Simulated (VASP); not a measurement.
# MnS (P6_3mc) in VASP: a series of runs

The runs below take MnS through single point, with HSE06.

Everything below comes from runs of VASP 6.6.1. Logs are shortened: lines on timing, memory, paths and dates and some standing lists are left out, and cuts for length are marked.

**1. The crystal as given**

The structure is hexagonal, space group P6_3mc (No. 186). Conventional cell: a = 3.976 Å, b = 3.976 Å, c = 6.432 Å, α = 90.00°, β = 90.00°, γ = 120.00°. Mn (site symmetry 3m) is surrounded by 4 S at 2.41 to 2.48 Å. Around S (site symmetry 3m) lie 4 Mn at 2.41 to 2.48 Å.

**2. Single point, HSE06, collinear spin, ferromagnetic start**

Contents of POSCAR:

```
MnS
1.0
    3.9760016100      0.0000000000      0.0000000000
   -1.9880008000      3.4433184000      0.0000000000
    0.0000000000      0.0000000000      6.4320005000
Mn S
2 2
Direct
    0.3333333333      0.6666666667      0.0000000000
    0.6666666667      0.3333333333      0.5000000000
    0.3333333333      0.6666666667      0.3850000000
    0.6666666667      0.3333333333      0.8850000000
```

Contents of INCAR.step1:

```
SYSTEM = MnS
PREC     = Accurate       ! precision mode
ENCUT    = 450            ! plane-wave cutoff, eV
EDIFF    = 1E-5           ! SCF threshold, eV
ISMEAR   = 0              ! smearing method
SIGMA    = 0.05           ! smearing width, eV
LREAL    = .FALSE.        ! projectors in reciprocal space
LASPH    = .TRUE.         ! aspherical terms in the spheres
NELM     = 150            ! most SCF steps
ALGO     = Normal         ! electronic algorithm
ISIF     = 2              ! what is computed and relaxed
LWAVE    = .TRUE.         ! write WAVECAR
LCHARG   = .FALSE.        ! write CHGCAR
ISPIN    = 2              ! spin polarisation
MAGMOM   = 4 4 0 0        ! initial moments
LORBIT   = 11             ! projections on sites
LMAXMIX  = 4              ! l up to which the mixer works
NBANDS   = 31             ! bands
GGA      = PE             ! functional
```

Contents of INCAR.step2:

```
SYSTEM = MnS
PREC     = Accurate       ! precision mode
ENCUT    = 450            ! plane-wave cutoff, eV
EDIFF    = 1E-7           ! SCF threshold, eV
ISMEAR   = 0              ! smearing method
SIGMA    = 0.05           ! smearing width, eV
LREAL    = .FALSE.        ! projectors in reciprocal space
LASPH    = .TRUE.         ! aspherical terms in the spheres
NELM     = 150            ! most SCF steps
ALGO     = Normal         ! electronic algorithm
ISIF     = 2              ! what is computed and relaxed
LWAVE    = .FALSE.        ! write WAVECAR
LCHARG   = .FALSE.        ! write CHGCAR
ISPIN    = 2              ! spin polarisation
MAGMOM   = 4 4 0 0        ! initial moments
LORBIT   = 11             ! projections on sites
LMAXMIX  = 4              ! l up to which the mixer works
GGA      = PE             ! functional
LHFCALC  = .TRUE.         ! exact exchange
HFSCREEN = 0.2            ! screening, 1/A
PRECFOCK = Fast         
NBANDS   = 31             ! bands
ISTART   = 1
```

Contents of KPOINTS:

```
regular mesh
0
G
  4 4 2
  0 0 0
```

Potentials or basis: VASP PAW PBE potentials, release 64 (Mn_pv, S).

On the command line:

```
cat potpaw_PBE.64/Mn_pv/POTCAR potpaw_PBE.64/S/POTCAR > POTCAR
cp INCAR.step1 INCAR
mpirun -np 1 vasp_std > vasp.out
cp INCAR.step2 INCAR
mpirun -np 1 vasp_std > vasp.out
```

OUTCAR:

```text
SYSTEM = MnS
   PREC = Accurate
   ENCUT = 450
   EDIFF = 1E-7
   ISMEAR = 0
   LREAL = .FALSE.
   LASPH = .TRUE.
   NELM = 150
   ISIF = 2
   ISPIN = 2
   LORBIT = 11
   GGA = PE
   LHFCALC = .TRUE.
   HFSCREEN = 0.2
   PRECFOCK = Fast
   ISTART = 1

 ion  position               nearest neighbor table
   1  0.333  0.667  0.000-   4 2.41   4 2.41   4 2.41   3 2.48
   2  0.667  0.333  0.500-   3 2.41   3 2.41   3 2.41   4 2.48
   3  0.333  0.667  0.385-   2 2.41   2 2.41   2 2.41   1 2.48
   4  0.667  0.333  0.885-   1 2.41   1 2.41   1 2.41   2 2.48

  LATTYP: Found a hexagonal cell.
 ALAT       =     3.9760016100
 C/A-ratio  =     1.6177057081

  Lattice vectors:

 A1 = (   3.9760016100,   0.0000000000,   0.0000000000)
 A2 = (  -1.9880008000,   3.4433184000,   0.0000000000)
 A3 = (   0.0000000000,   0.0000000000,   6.4320005000)

Analysis of symmetry for initial positions (statically):
=====================================================================
 Subroutine PRICEL returns:
 Original cell was already a primitive cell.

 Routine SETGRP: Setting up the symmetry group for a
 hexagonal supercell.

 Subroutine GETGRP returns: Found 12 space group operations
 (whereof  6 operations were pure point group operations)
 out of a pool of 24 trial point group operations.

The static configuration has the point symmetry C_3v.
 The point group associated with its full space group is C_6v.

Analysis of symmetry for dynamics (positions and initial velocities):
=====================================================================
 Subroutine PRICEL returns:
 Original cell was already a primitive cell.

 Routine SETGRP: Setting up the symmetry group for a
 hexagonal supercell.

 Subroutine GETGRP returns: Found 12 space group operations
 (whereof  6 operations were pure point group operations)
 out of a pool of 24 trial point group operations.

The dynamic configuration has the point symmetry C_3v.
 The point group associated with its full space group is C_6v.

Analysis of structural, dynamic, and magnetic symmetry:
=====================================================================
 Subroutine PRICEL returns:
 Original cell was already a primitive cell.

 Routine SETGRP: Setting up the symmetry group for a
 hexagonal supercell.

 Subroutine GETGRP returns: Found 12 space group operations
 (whereof  6 operations were pure point group operations)
 out of a pool of 24 trial point group operations.

[... 124 lines left out ...]
   IVDW    =     0    specifies the selected vdW correction
   LEPSILON=     F    determine dielectric tensor
   LRPA    =     F    only Hartree local field effects (RPA)
 spin polarized calculation
 Gauss-broadening in eV      SIGMA  =   0.05
  energy-cutoff  :      450.00
  volume of cell :       88.06
 maximum number of plane-waves:      1926
 NGX is ok and might be reduce to    28
  NGX = 16; NGY = 16; NGZ = 28

 number of electron      38.0000018 magnetization      10.0004553

 number of electron      38.0000018 magnetization       9.9997280

 Free energy of the ion-electron system (eV)
  ---------------------------------------------------
  ext. energy  EPLUGINS =         0.00000000
  ---------------------------------------------------
  free energy    TOTEN  =       -41.06997844 eV

  energy without entropy =      -41.06997844  energy(sigma->0) =      -41.06997844

 E-fermi :   4.1049     XC(G=0):  -7.6910

 val. band max:        3.7483079122   @ k =   0.0000   0.0000   0.0000
 cond. band min:       5.8753539468   @ k =   0.5000   0.0000   0.0000
 fundamental gap:      2.1270460346
 Fermi energy:         4.1048665764

 spin component 1

 k-point     1 :       0.0000    0.0000    0.0000
  band No.  band energies     occupation
      1     -51.0030      1.00000
      2     -51.0003      1.00000
      3     -50.9911      1.00000
      4     -50.9911      1.00000
      5     -50.9907      1.00000
      6     -50.9907      1.00000
[... 261 lines left out ...]
     30      11.3327      0.00000
     31      12.6526      0.00000
 Fermi energy:         4.1048665764

 spin component 2

 k-point     1 :       0.0000    0.0000    0.0000
  band No.  band energies     occupation
      1     -44.3759      1.00000
      2     -44.3669      1.00000
      3     -44.3661      1.00000
      4     -44.3661      1.00000
      5     -44.3643      1.00000
      6     -44.3643      1.00000
[... 261 lines left out ...]
     30      12.7534      0.00000
     31      13.9738      0.00000

------------------------ aborting loop because EDIFF is reached ----------------------------------------

  FORCE on cell =-STRESS in cart. coord.  units (eV):
  Direction    XX          YY          ZZ          XY          YZ          ZX
  --------------------------------------------------------------------------------------
  -------------------------------------------------------------------------------------
  Total        1.9156066      1.9156066      0.5180399      0.0000000     -0.0000000      0.0000000
  in kB       34.8535565     34.8535565      9.4254903      0.0000001     -0.0000000      0.0000000
  external PRESSURE =      26.3775344 kB  Pullay stress =       0.0000000 kB

 VOLUME and BASIS-vectors are now :
 -----------------------------------------------------------------------------
  energy-cutoff  :      450.00
  volume of cell :       88.06
      direct lattice vectors                 reciprocal lattice vectors
     3.976001610  0.000000000  0.000000000     0.251508952  0.145208761  0.000000000
    -1.988000800  3.443318400  0.000000000     0.000000000  0.290417523  0.000000000
     0.000000000  0.000000000  6.432000500     0.000000000  0.000000000  0.155472625

 POSITION                                       TOTAL-FORCE (eV/Angst)
 -----------------------------------------------------------------------------------
      0.00000      2.29555      0.00000         0.000000      0.000000      0.227150
      1.98800      1.14777      3.21600         0.000000     -0.000000      0.227150
      0.00000      2.29555      2.47632         0.000000     -0.000000     -0.227150
      1.98800      1.14777      5.69232        -0.000000      0.000000     -0.227150
 -----------------------------------------------------------------------------------
    total drift:                               -0.000008     -0.000002      0.000364

  FREE ENERGIE OF THE ION-ELECTRON SYSTEM (eV)
  ---------------------------------------------------
  free  energy   TOTEN  =       -41.0699784401 eV

  energy  without entropy=      -41.0699784401  energy(sigma->0) =      -41.06997844

 total charge

# of ion       s       p       d       tot
------------------------------------------
    1        0.259   6.217   4.870  11.346
    2        0.259   6.217   4.870  11.346
    3        1.304   2.508   0.000   3.811
    4        1.304   2.508   0.000   3.811
--------------------------------------------------
tot          3.126  17.449   9.741  30.315

 magnetization (x)

# of ion       s       p       d       tot
------------------------------------------
    1        0.042   0.059   4.429   4.531
    2        0.042   0.059   4.429   4.531
    3        0.008   0.044   0.000   0.052
    4        0.008   0.044   0.000   0.052
--------------------------------------------------
tot          0.100   0.206   8.859   9.165
```

OUTCAR.step1:

```text
SYSTEM = MnS
   PREC = Accurate
   ENCUT = 450
   EDIFF = 1E-5
   ISMEAR = 0
   LREAL = .FALSE.
   LASPH = .TRUE.
   NELM = 150
   ISIF = 2
   ISPIN = 2
   LORBIT = 11
   GGA = PE

[... 790 lines left out ...]
    1        0.258   6.211   4.904  11.373
    2        0.258   6.211   4.904  11.373
    3        1.314   2.452   0.000   3.766
    4        1.314   2.452   0.000   3.766
--------------------------------------------------
tot          3.144  17.325   9.808  30.277

 magnetization (x)

# of ion       s       p       d       tot
------------------------------------------
    1        0.048   0.067   4.221   4.336
    2        0.048   0.067   4.221   4.336
    3        0.011   0.084   0.000   0.095
    4        0.011   0.084   0.000   0.095
--------------------------------------------------
tot          0.118   0.300   8.442   8.861
```

OSZICAR.step1:

```text
N       E                     dE             d eps       ncg     rms          rms(c)
DAV:   1     0.340537913505E+03    0.34054E+03   -0.19251E+04  1064   0.113E+03
DAV:   2    -0.598090412731E+01   -0.34652E+03   -0.32794E+03  1034   0.338E+02
DAV:   3    -0.299520159099E+02   -0.23971E+02   -0.23642E+02  1182   0.963E+01
DAV:   4    -0.304481372076E+02   -0.49612E+00   -0.49461E+00  1104   0.144E+01
DAV:   5    -0.304579204851E+02   -0.97833E-02   -0.97793E-02  1176   0.221E+00    0.156E+01
DAV:   6    -0.281876345845E+02    0.22703E+01   -0.14205E+01  1113   0.362E+01    0.151E+01
DAV:   7    -0.281705501988E+02    0.17084E-01   -0.21755E+00  1048   0.134E+01    0.912E+00
DAV:   8    -0.281708268002E+02   -0.27660E-03   -0.13541E-01  1216   0.296E+00    0.479E+00
DAV:   9    -0.281643071778E+02    0.65196E-02   -0.36227E-02  1028   0.148E+00    0.464E-01
DAV:  10    -0.281671963110E+02   -0.28891E-02   -0.73304E-03  1062   0.549E-01    0.224E-01
DAV:  11    -0.281675707370E+02   -0.37443E-03   -0.50488E-04  1114   0.177E-01    0.162E-01
DAV:  12    -0.281677406010E+02   -0.16986E-03   -0.20494E-04  1097   0.700E-02    0.127E-01
DAV:  13    -0.281678630643E+02   -0.12246E-03   -0.89346E-05  1027   0.485E-02    0.438E-02
DAV:  14    -0.281678847368E+02   -0.21673E-04   -0.24023E-05   990   0.326E-02    0.140E-02
DAV:  15    -0.281678889361E+02   -0.41993E-05   -0.23099E-06   651   0.944E-03
   1 F= -.28167889E+02 E0= -.28166563E+02  d E =-.265244E-02  mag=     9.8746
```

Wall time 16 min (1 thread of Intel Xeon Platinum 8488C (Sapphire Rapids), shared host); peak memory 0.33 GiB.

What came out:

- Free energy: -41.0700 eV
- Pressure: 2.6 GPa
- Largest force: 0.227 eV/Å
- Band gap on the k mesh: 2.13 eV, indirect (least direct gap 2.26 eV)
- Net moment: 10.00 μB per cell
- Site moments: Mn +4.53; S +0.05 μB
- Valence electrons inside the program's atomic spheres: Mn 11.35; S 3.81

Forces on the atoms (eV/Å):
```
Mn   0.000  0.000  0.227
Mn   0.000  0.000  0.227
S    0.000  0.000 -0.227
S    0.000  0.000 -0.227
```

Stress tensor (GPa, compression positive):
```
3.49 0.00 0.00
0.00 3.49 0.00
0.00 0.00 0.94
```

Levels at points of the mesh, in eV from the valence-band top:
Spin up:
| k point | band 21 | band 22 | band 23 | band 24 | band 25 | band 26 | band 27 | band 28 |
| --- | --- | --- | --- | --- | --- | --- | --- | --- |
| (0.00, 0.00, 0.00) | -1.00 | -0.18 | 0.00 | 0.00 | 2.26 | 3.86 | 7.02 | 7.02 |
| (0.50, 0.00, 0.00) | -3.31 | -2.72 | -1.64 | -1.20 | 4.54 | 4.91 | 5.38 | 7.66 |
| (0.00, 0.00, 0.50) | -0.52 | -0.52 | -0.52 | -0.52 | 3.90 | 3.90 | 6.90 | 6.90 |
| (0.50, 0.00, 0.50) | -1.95 | -1.95 | -1.75 | -1.75 | 4.15 | 4.15 | 6.17 | 6.17 |
Spin down:
| k point | band 10 | band 11 | band 12 | band 13 | band 14 | band 15 | band 16 | band 17 | band 18 | band 19 |
| --- | --- | --- | --- | --- | --- | --- | --- | --- | --- | --- |
| (0.00, 0.00, 0.00) | -3.14 | -3.14 | -3.03 | -3.03 | -2.80 | 3.10 | 3.10 | 3.18 | 3.43 | 3.84 |
| (0.50, 0.00, 0.00) | -4.63 | -3.94 | -3.35 | -3.17 | -2.97 | 2.13 | 2.59 | 3.06 | 3.48 | 3.51 |
| (0.00, 0.00, 0.50) | -4.21 | -3.09 | -3.09 | -3.09 | -3.09 | 3.56 | 3.56 | 3.56 | 3.56 | 4.41 |
| (0.50, 0.00, 0.50) | -5.23 | -3.17 | -3.17 | -3.15 | -3.15 | 2.66 | 2.66 | 3.39 | 3.39 | 3.76 |

Caveat: the k mesh is coarse (spacing up to 0.49 Å⁻¹), so the values aren't converged, least of all with exact exchange; the PAW data sets were made with another functional, which shifts forces and pressure a little; only a ferromagnetic start was run, and an antiferromagnetic order may lie lower in energy. A k mesh can miss the band edges.

[end of part 1 of 2]
